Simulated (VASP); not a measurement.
# CdF2 in VASP: one cell, several levels of theory

Aim: gap, levels, forces and stress of CdF2 built on the fluorite prototype, under -2.5 % equal strain in all directions at fixed geometry. Runs: PBE, r2SCAN. The results are then set beside those of Ansatz 0.2.0 for the same cell.

Code: VASP 6.6.1. PAW datasets, plane waves. The values are computed, spin-unpolarised, and not measurements.

**1. Starting point**

The cell comes from an earlier relaxation with r2SCAN in another program.

The symmetry is Fm-3m (No. 225, cubic); conventional cell a = 5.254 Å, 12.08 Å³ an atom. Around Cd lie 8 F at 2.27 Å; around F lie 4 Cd at 2.27 Å.

As a file:

Space group Fm-3m (No. 225). a = 5.254 Å, b = 5.254 Å, c = 5.254 Å, α = 90.00°, β = 90.00°, γ = 90.00°
```csv
atom,site,symmetry,x,y,z
Cd,4a,m-3m,0.0000,0.0000,0.0000
F,8c,-43m,0.2500,0.7500,0.7500
```

**2. PBE**

Input file INCAR:

```
ENCUT = 520.000000
SIGMA = 0.020000
EDIFF = 1.00e-07
GGA = PE
PREC = Accurate
IBRION = -1
ISIF = 2
ISMEAR = -1
NBANDS = 20
NELM = 120
NSW = 0
LASPH = .TRUE.
LCHARG = .FALSE.
LWAVE = .FALSE.
LREAL = .FALSE.
```

Input file KPOINTS:

```
KPOINTS created by Atomic Simulation Environment
0
Gamma
8 8 8
0 0 0
```

Input file KPOINTS_OPT:

```
special points
7
Reciprocal
0.0000000000 0.0000000000 0.0000000000 1
0.5000000000 0.0000000000 0.5000000000 1
0.6250000000 0.2500000000 0.6250000000 1
0.3750000000 0.3750000000 0.7500000000 1
0.5000000000 0.5000000000 0.5000000000 1
0.5000000000 0.2500000000 0.7500000000 1
0.2500000000 -0.5000000000 -0.2500000000 1
```

Input file POSCAR:

```
Cd F
 1.0000000000000000
     0.0000000000000000    2.6268232390000001    2.6268232390000001
     2.6268232390000001    0.0000000000000000    2.6268232390000001
     2.6268232390000001    2.6268232390000001    0.0000000000000000
 Cd  F
   1   2
Cartesian
  0.0000000000000000  0.0000000000000000  0.0000000000000000
  1.3134116194999998  1.3134116194999998  1.3134116194999998
  3.9402348585000002  3.9402348585000002  3.9402348585000002
```

Potentials: the recommended PBE PAW datasets, 26 valence electrons in the neutral cell.

On the command line:

```sh
$ mpirun -np 1 vasp_std
```

Standard output, without the iteration lines:

```text
POSCAR found type information on POSCAR CdF
 POSCAR found :  2 types and       3 ions
 LDA part: xc-table for (Slater+PW92), standard interpolation
 POSCAR, INCAR and KPOINTS ok, starting setup
 FFT: planning ... GRIDC
 FFT: planning ... GRID_SOFT
 FFT: planning ... GRID
 WAVECAR not read
 entering main loop
 Start KPOINTS_OPT (optional k-point list driver)
k-point batch [1-7\7]
```

OSZICAR:

```text
N       E                     dE             d eps       ncg     rms          rms(c)
DAV:   1     0.203970054974E+03    0.20397E+03   -0.15794E+04  1192   0.134E+03
DAV:   2    -0.341851786803E+01   -0.20739E+03   -0.19994E+03  1268   0.354E+02
DAV:   3    -0.122332821923E+02   -0.88148E+01   -0.87904E+01  1332   0.794E+01
DAV:   4    -0.122726977823E+02   -0.39416E-01   -0.39414E-01  1248   0.538E+00
DAV:   5    -0.122728351260E+02   -0.13734E-03   -0.13734E-03  1308   0.286E-01    0.116E+01
DAV:   6    -0.106159467564E+02    0.16569E+01   -0.37125E+00  1452   0.351E+01    0.851E+00
DAV:   7    -0.106600921952E+02   -0.44145E-01   -0.83554E-01  1184   0.836E+00    0.487E+00
DAV:   8    -0.106565079730E+02    0.35842E-02   -0.10783E-01  1184   0.338E+00    0.644E-01
DAV:   9    -0.106494423772E+02    0.70656E-02   -0.27017E-02  1404   0.233E+00    0.809E-02
DAV:  10    -0.106500217361E+02   -0.57936E-03   -0.26514E-03  1196   0.519E-01    0.111E-01
DAV:  11    -0.106501117365E+02   -0.90000E-04   -0.80258E-05  1252   0.772E-02    0.303E-02
DAV:  12    -0.106501239126E+02   -0.12176E-04   -0.13934E-05  1208   0.463E-02    0.171E-02
DAV:  13    -0.106501256153E+02   -0.17027E-05   -0.77917E-06  1232   0.232E-02    0.341E-03
DAV:  14    -0.106501253960E+02    0.21925E-06   -0.79643E-07  1304   0.906E-03    0.910E-04
DAV:  15    -0.106501254170E+02   -0.20967E-07   -0.40970E-08   936   0.208E-03
   1 F= -.10650125E+02 E0= -.10650125E+02  d E =-.281783E-10
       N       E                     dE             ncg
DAV:   1     0.116289435378E+04   -0.57704E+04      304
DAV:   2    -0.174958068788E+03   -0.13379E+04      312
DAV:   3    -0.226684981811E+03   -0.51727E+02      308
DAV:   4    -0.226893946981E+03   -0.20897E+00      300
DAV:   5    -0.226894670180E+03   -0.72320E-03      312
DAV:   6    -0.226894673665E+03   -0.34857E-05      300
DAV:   7    -0.226894673684E+03   -0.18385E-07      192
```

The lines after F= are the extra pass for the points of KPOINTS_OPT, at fixed density; their E is not a total energy.

From OUTCAR:

```text
k-points           NKPTS =     29   k-points in BZ     NKDIM =     29   number of bands    NBANDS=     20

   NELECT =      26.0000    total number of electrons

   dimension x,y,z NGX =    28 NGY =   28 NGZ =   28
   dimension x,y,z NGXF=    56 NGYF=   56 NGZF=   56

  energy-cutoff  :      520.00
  volume of cell :       36.25
      direct lattice vectors                 reciprocal lattice vectors
     0.000000000  2.626823239  2.626823239    -0.190343984  0.190343984  0.190343984
     2.626823239  0.000000000  2.626823239     0.190343984 -0.190343984  0.190343984
     2.626823239  2.626823239  0.000000000     0.190343984  0.190343984 -0.190343984

 k-points in reciprocal lattice and weights: KPOINTS created by Atomic Simulation Env
   0.00000000  0.00000000  0.00000000       0.002
   0.12500000  0.00000000  0.00000000       0.016
   0.25000000  0.00000000  0.00000000       0.016
   0.37500000  0.00000000  0.00000000       0.016
   0.50000000  0.00000000  0.00000000       0.008
   0.12500000  0.12500000  0.00000000       0.012
   0.25000000  0.12500000  0.00000000       0.047
   0.37500000  0.12500000  0.00000000       0.047
[... 21 more k-points ...]

 E-fermi :  -0.2997

 k-point     1 :       0.0000    0.0000    0.0000
  band No.  band energies     occupation
      1     -21.9652      2.00000
      2     -20.6295      2.00000
      3      -6.6052      2.00000
      4      -6.6052      2.00000
      5      -6.6052      2.00000
      6      -5.0362      2.00000
      7      -5.0362      2.00000
      8      -1.8809      2.00000
      9      -1.8809      2.00000
     10      -1.8809      2.00000
     11      -1.0917      2.00000
     12      -1.0917      2.00000
     13      -1.0917      2.00000
     14       2.6397      0.00000
     15      12.3513      0.00000
     16      12.3513      0.00000
     17      12.3513      0.00000
     18      17.6326      0.00000
     19      19.7433      0.00000
     20      19.7433      0.00000

 k-point     2 :       0.1250    0.0000    0.0000
  band No.  band energies     occupation
      1     -21.9056      2.00000
      2     -20.6848      2.00000
      3      -6.5343      2.00000
      4      -6.5343      2.00000
      5      -6.4063      2.00000
      6      -5.0634      2.00000
      7      -5.0634      2.00000
      8      -2.3659      2.00000
      9      -1.9738      2.00000
     10      -1.9738      2.00000
     11      -1.2467      2.00000
     12      -1.1024      2.00000
     13      -1.1024      2.00000
     14       3.2480      0.00000
     15      11.6312      0.00000
     16      12.6144      0.00000
     17      12.6144      0.00000
     18      18.7082      0.00000
     19      19.3620      0.00000
     20      19.3620      0.00000

 k-point     3 :       0.2500    0.0000    0.0000
  band No.  band energies     occupation
      1     -21.7430      2.00000
      2     -20.8323      2.00000
      3      -6.3681      2.00000
      4      -6.3681      2.00000
      5      -5.8656      2.00000
      6      -5.0902      2.00000
      7      -5.0902      2.00000
      8      -3.1625      2.00000
      9      -2.2667      2.00000
     10      -2.2667      2.00000
     11      -1.8585      2.00000
     12      -1.0918      2.00000
     13      -1.0918      2.00000
     14       4.6285      0.00000
     15      10.4460      0.00000
     16      13.3020      0.00000
     17      13.3020      0.00000
     18      18.7028      0.00000
     19      18.7028      0.00000
     20      19.7094      0.00000

 k-point     4 :       0.3750    0.0000    0.0000
  band No.  band energies     occupation
      1     -21.5208      2.00000
      2     -21.0351      2.00000
      3      -6.2264      2.00000
      4      -6.2264      2.00000
      5      -5.1552      2.00000
      6      -5.0240      2.00000
      7      -5.0240      2.00000
      8      -3.7188      2.00000
      9      -2.7162      2.00000
     10      -2.6517      2.00000
     11      -2.6517      2.00000
     12      -1.0551      2.00000
     13      -1.0551      2.00000
     14       6.1513      0.00000
     15       9.3753      0.00000
     16      14.0957      0.00000
     17      14.0957      0.00000
     18      18.2079      0.00000
     19      18.2079      0.00000
     20      19.1452      0.00000

 k-point     5 :       0.5000    0.0000    0.0000
  band No.  band energies     occupation
      1     -21.3233      2.00000
      2     -21.2234      2.00000
      3      -6.1818      2.00000
      4      -6.1818      2.00000
      5      -4.9497      2.00000
      6      -4.9497      2.00000
      7      -4.7409      2.00000
      8      -3.7773      2.00000
      9      -3.3313      2.00000
     10      -2.8466      2.00000
     11      -2.8466      2.00000
     12      -1.0366      2.00000
     13      -1.0366      2.00000
     14       7.0594      0.00000
     15       8.6995      0.00000
     16      14.4723      0.00000
     17      14.4723      0.00000
     18      18.0196      0.00000
     19      18.0196      0.00000
     20      18.7420      0.00000

 k-point     6 :       0.1250    0.1250    0.0000
  band No.  band energies     occupation
      1     -21.8870      2.00000
      2     -20.7003      2.00000
      3      -6.5051      2.00000
      4      -6.5051      2.00000
      5      -6.3451      2.00000
      6      -5.1546      2.00000
      7      -5.0153      2.00000
      8      -2.4630      2.00000
      9      -2.0782      2.00000
     10      -2.0782      2.00000
     11      -1.1181      2.00000
     12      -1.1181      2.00000
     13      -1.1147      2.00000
     14       3.4011      0.00000
     15      11.4754      0.00000
     16      12.6723      0.00000
     17      12.6723      0.00000
     18      18.1210      0.00000
     19      19.6598      0.00000
     20      19.8779      0.00000

 k-point     7 :       0.2500    0.1250    0.0000
  band No.  band energies     occupation
      1     -21.7628      2.00000
      2     -20.8106      2.00000
      3      -6.3571      2.00000
      4      -6.3532      2.00000
      5      -5.9328      2.00000
      6      -5.2830      2.00000
      7      -5.0033      2.00000
      8      -3.1174      2.00000
      9      -2.3933      2.00000
     10      -2.3336      2.00000
     11      -1.3649      2.00000
     12      -1.1290      2.00000
     13      -1.0867      2.00000
     14       4.4489      0.00000
     15      10.6388      0.00000
     16      13.1103      0.00000
     17      13.1579      0.00000
     18      17.2177      0.00000
     19      19.6534      0.00000
     20      20.9932      0.00000

 k-point     8 :       0.3750    0.1250    0.0000
  band No.  band energies     occupation
      1     -21.5692      2.00000
      2     -20.9834      2.00000
      3      -6.1916      2.00000
      4      -6.1907      2.00000
      5      -5.3275      2.00000
      6      -5.2732      2.00000
      7      -4.9638      2.00000
      8      -3.7593      2.00000
      9      -2.7832      2.00000
     10      -2.7504      2.00000
     11      -1.9276      2.00000
     12      -1.1246      2.00000
     13      -1.0350      2.00000
     14       5.8869      0.00000
     15       9.7673      0.00000
     16      13.6110      0.00000
     17      13.8459      0.00000
     18      16.4560      0.00000
     19      19.1260      0.00000
     20      20.9654      0.00000

 k-point     9 :       0.5000    0.1250    0.0000
  band No.  band energies     occupation
      1     -21.3541      2.00000
      2     -21.1826      2.00000
      3      -6.1441      2.00000
      4      -6.0968      2.00000
      5      -5.1019      2.00000
      6      -4.9616      2.00000
      7      -4.8196      2.00000
      8      -4.0671      2.00000
      9      -3.1598      2.00000
     10      -2.9661      2.00000
     11      -2.4495      2.00000
     12      -1.0981      2.00000
     13      -1.0163      2.00000
     14       7.0809      0.00000
     15       9.0241      0.00000
     16      13.7846      0.00000
     17      14.4063      0.00000
     18      16.2248      0.00000
     19      18.5257      0.00000
     20      20.7364      0.00000

 k-point    10 :      -0.3750    0.1250    0.0000
  band No.  band energies     occupation
      1     -21.4206      2.00000
      2     -21.1203      2.00000
      3      -6.1822      2.00000
      4      -6.0930      2.00000
      5      -5.1151      2.00000
      6      -5.0002      2.00000
      7      -4.8991      2.00000
      8      -4.0780      2.00000
      9      -3.0037      2.00000
     10      -2.7562      2.00000
     11      -2.5189      2.00000
     12      -1.0905      2.00000
     13      -1.0401      2.00000
     14       6.7687      0.00000
     15       9.2701      0.00000
     16      13.5287      0.00000
     17      14.4503      0.00000
     18      16.7670      0.00000
     19      17.9925      0.00000
     20      20.8586      0.00000

[... the tables of k-points 11 to 29 left out ...]

  Total        3.9254658      3.9254658      3.9254658      0.0000000     -0.0000000      0.0000000
  in kB      173.4919126    173.4919126    173.4919126      0.0000000     -0.0000000      0.0000000
  external PRESSURE =     173.4919126 kB  Pullay stress =       0.0000000 kB

 POSITION                                       TOTAL-FORCE (eV/Angst)
 -----------------------------------------------------------------------------------
      0.00000      0.00000      0.00000         0.000000      0.000000     -0.000000
      1.31341      1.31341      1.31341        -0.000000     -0.000000     -0.000000
      3.94023      3.94023      3.94023        -0.000000      0.000000      0.000000
 -----------------------------------------------------------------------------------
    total drift:                                0.000000      0.000000      0.000000

  FREE ENERGIE OF THE ION-ELECTRON SYSTEM (eV)
  ---------------------------------------------------
  free  energy   TOTEN  =       -10.6501254170 eV

  energy  without entropy=      -10.6501254169  energy(sigma->0) =      -10.65012542
```

Hardware: 1 MPI rank of Intel Xeon Platinum 8488C, shared host.

The levels at the points of KPOINTS_OPT are read from vasprun.xml.

Levels at the named points, in eV from the top of band v (v: the last filled band by count, c: the next):

```csv
point,v−1,v,c,c+1
Γ,-0.39,-0.39,3.34,13.05
X,-0.10,-0.10,8.63,10.08
U,-0.43,-0.20,8.59,11.23
K,-0.43,-0.20,8.59,11.23
L,-0.34,-0.34,7.76,9.40
W,-0.76,0.00,8.72,11.71
```

Gap with PBE: 3.34 eV, valence top at W, conduction bottom at Γ. Least direct gap: 3.73 eV. The pressure is 17.35 GPa; the forces vanish within 0.01 eV/Å.

(Part 1 of 2 ends here.)
